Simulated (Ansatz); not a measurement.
# Al in Ansatz: the effect of functional

Crystal: Al.

```xyz
1
Lattice="0.0000 2.0382 2.0382 2.0382 0.0000 2.0382 2.0382 2.0382 0.0000" Properties=species:S:1:pos:R:3 pbc="T T T"
Al    0.0000    0.0000    0.0000
```

The cell isn't the ideal one: volume scaled by 1.02.

Alike in all runs:

```yaml
Program: Ansatz 0.2.0
Task: single point
Potentials_or_basis: Ansatz PAW
k_mesh: 11 × 11 × 11
Occupations: fermi-dirac, width 0.05 eV
Spin: no spin polarisation
```

**Question.** One run gave: pressure -1.9 GPa. Which functional did it use?
A. r2SCAN
B. PBE
C. LDA

**Answer.** B.

```tsv
functional	cutoff	pressure (GPa)
LDA	420 eV (not typed: the program's choice for these potentials)	-4.9
r2SCAN	500 eV (not typed: the program's choice for these potentials)	-4.8
PBE	420 eV (not typed: the program's choice for these potentials)	-1.9
```

Caveats: the PAW data sets come from PBE, with cores solved anew for the run's functional, which leaves a small shift of forces and pressure (some runs).
